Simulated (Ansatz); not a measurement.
# BN: H interstitial

Theory: DFT PBE+D3(BJ), scalar-relativistic, plane waves, PAW in Ansatz. Run with 420 eV cutoff, 2×2×2 k-mesh, shifted by half a step, Gaussian smearing of 0.01 eV, collinear spin in charge 0 alone.

Host crystal, relaxed:

```
B N
1.0
     1.25306    0.72345    3.29488
    -1.25306    0.72345    3.29488
     0.00000   -1.44691    3.29488
B N
1 1
Direct
  0.99970 0.99970 0.99970
  0.33274 0.33274 0.33274
```

Supercell of 32 atoms, rows in host cell vectors: -1 3 -1; -1 -1 3; 3 -1 -1. Atoms relax at the host's cell from a start displaced at random by 0.06 Å near the defect, so other minima may exist. The cell is small, so energies carry finite-size errors of tenths of an eV. The host's Kohn–Sham gap is 4.16 eV. Atoms are taken from and returned to the elements' standard states. Charged cells are corrected for image charges with the computed static dielectric tensor (mean 5.4) and aligned with the host's potential at far atoms (alignment terms reach 0.17 eV; the program doubts the alignment in some charges, where it is up to 0.17 eV). No band-filling term is added, and the Fermi level counts from the host's valence band top.

Defect: H interstitial set at (0.188, 0.500, 0.812) of the host cell. In charges +1, 0, -1 some atom moved by up to 2.3 Å, so the relaxed defect can differ in kind from the start. Before relaxation its nearest neighbours are 1 N at 1.83 Å, 1 N at 1.85 Å, 2 B at 1.86 Å.

```tsv
charge	E_f at the valence band top (eV)	over the neutral state (eV)	moment (μB)	largest move (Å)	atoms near the site
+1	-0.26	-2.65	0.00	2.27	1 N at 1.05 Å, 2 B at 1.98 Å, 1 B at 1.99 Å, 1 B at 2.07 Å, 3 N at 2.48 Å
0	2.39	0.00	1.00	0.88	1 B at 1.33 Å
-1	4.08	1.70	0.00	0.87	1 B at 1.21 Å
```

Among the charges computed the stable one is +1 at the valence band top, changing to -1 at 2.17 eV. Other sites of the defect weren't tried.